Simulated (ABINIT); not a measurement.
Crystal: Sb.

```xyz
2
Lattice="2.1542 1.2437 3.7580 -2.1542 1.2437 3.7580 0.0000 -2.4875 3.7580" Properties=species:S:1:pos:R:3 pbc="T T T"
Sb    0.0000    0.0000    8.6416
Sb    0.0000    0.0000    2.6324
```

Base run:

- Program: ABINIT 10.8.3 (patched build)
- Functional: PBEsol
- Potentials or basis: JTH PAW PBE v2.0
- Cutoff: 435 eV
- k mesh: 5 × 5 × 5
- Occupations: fermi-dirac, width 0.05 eV
- Spin: no spin polarisation

Its results: band gap on the k mesh 0.38 eV, indirect (least direct gap 0.73 eV); pressure -0.1 GPa; largest force 0.007 eV/Å.

Q: After a change of settings the same cell gave: band gap on the k mesh 0.38 eV, indirect (least direct gap 0.71 eV); pressure 2.5 GPa; largest force 0.049 eV/Å. Which change was it?
A. functional from PBEsol to PBE; k mesh from 5 × 5 × 5 to 3 × 3 × 3
B. functional from PBEsol to BP86; k mesh from 5 × 5 × 5 to 8 × 8 × 8
C. k mesh from 5 × 5 × 5 to 6 × 6 × 6
D. functional from PBEsol to PBE

A: D.

PBE binds less tightly than PBEsol, so the same cell stands under more pressure.

Caveats: spin-orbit coupling is left out, which moves the levels of the heavy elements; an odd mesh through Γ misses points on the zone boundary, where band edges often lie; the PAW data sets were made with another functional, which shifts forces and pressure a little (some runs).
